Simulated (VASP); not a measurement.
**BeTe: relaxation of cell and atoms with PBEsol**

BeTe:

```
Be Te
1.0
     0.00000    2.80286    2.80286
     2.80286    0.00000    2.80286
     2.80286    2.80286    0.00000
Be Te
1 1
Direct
  0.00000 0.00000 0.00000
  0.25000 0.25000 0.25000
```

The cell isn't the ideal one: cell and atoms relaxed tightly for response.

```
Program                : VASP 6.6.1
Task                   : relaxation of cell and atoms
Functional             : PBEsol
Potentials or basis    : VASP PAW PBE potentials, release 64 (Be, Te)
Cutoff                 : 600 eV
k mesh                 : 8 × 8 × 8
Occupations            : gaussian, width 0.01 eV
Spin                   : no spin polarisation
Dipole correction      : no
Further INCAR settings : ALGO = Normal; EDIFF = 1e-07; IBRION = 2; EDIFFG = -0.001; NSW = 80; ISIF = 3
```

```json
{
 "Relaxed volume": "22.10 Å³/atom",
 "Relaxed cell": "a = 3.969 Å, b = 3.969 Å, c = 3.969 Å, α = 60.00°, β = 60.00°, γ = 60.00°",
 "Space group after relaxing (to 0.05 Å)": "F-43m (No. 216)",
 "Energy gained by relaxing": "0.1 meV/atom",
 "Ionic steps": "3",
 "Pressure after relaxing": "0.0 GPa",
 "Band gap on the k mesh": "1.83 eV, indirect (least direct gap 3.59 eV)"
}
```

The path:
| step | energy change (eV) | largest force (eV/Å) | pressure (GPa) | volume (Å³) |
| --- | --- | --- | --- | --- |
| 1 | 0.0000 | 0.0000 | 0.22 | 44.04 |
| 2 | -0.0001 | 0.0000 | -0.04 | 44.23 |
| 3 | -0.0001 | 0.0000 | 0.00 | 44.20 |

Final structure:
```
CELL_PARAMETERS angstrom
0.00000 2.80618 2.80618
2.80618 0.00000 2.80618
2.80618 2.80618 0.00000
ATOMIC_POSITIONS crystal
Be 0.00000 0.00000 0.00000
Te 0.25000 0.25000 0.25000
```

Levels at points of the mesh, in eV from the valence-band top:
| k point | band 2 | band 3 | band 4 | band 5 | band 6 | band 7 |
| --- | --- | --- | --- | --- | --- | --- |
| (0.00, 0.00, 0.00) | 0.00 | 0.00 | 0.00 | 3.59 | 3.59 | 3.59 |
| (0.50, 0.00, 0.00) | -5.64 | -1.15 | -1.15 | 3.06 | 4.55 | 4.55 |
| (0.50, 0.50, 0.00) | -5.19 | -2.70 | -2.70 | 1.83 | 2.60 | 9.77 |

Run time: 15 s on 1 thread of Intel(R) Xeon(R) 6975P-C (Granite Rapids) (shared host), peak memory 0.17 GiB.

Caveat: the PAW data sets were made with another functional, which shifts forces and pressure a little; spin-orbit coupling is left out, which moves the levels of the heavy elements. Zero-point motion and thermal expansion aren't in these numbers.
